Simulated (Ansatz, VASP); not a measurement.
Ir in VASP and in Ansatz

```
Ir
1.0
     0.00000    1.94081    1.94081
     1.94081    0.00000    1.94081
     1.94081    1.94081    0.00000
Ir
1
Cartesian
  0.0000 0.0000 0.0000
```

Change from the starting cell: volume scaled by 1.04.

Alike in both runs: task single point; functional LDA; k mesh 12 × 12 × 12; occupations fermi-dirac, width 0.05 eV; no spin polarisation.

|  | VASP | Ansatz |
| --- | --- | --- |
| version | VASP 6.6.1 | Ansatz 0.2.0 |
| potentials or method | VASP PAW LDA potentials, release 64 (Ir), cutoff 520 eV | all-electron LAPW, scalar-relativistic |

VASP gave:

```
gap on the k mesh at the Fermi level (eV) : none
pressure (GPa)                            : -17.8
```

Task: Estimate Ansatz's values.

Result: gap on the k mesh at the Fermi level (eV): none; pressure (GPa): -19.8.

A gap of «none» marks a metal or a gap that the smearing closes. Ansatz ran all-electron here, so the differences hold the error of VASP's frozen core and of both bases.

Caveats: so large a pressure means that the cell lies far from this level's equilibrium, or that cutoff or potentials fall short (VASP). The runs have no spin-orbit coupling, so splittings on Ir are missing.
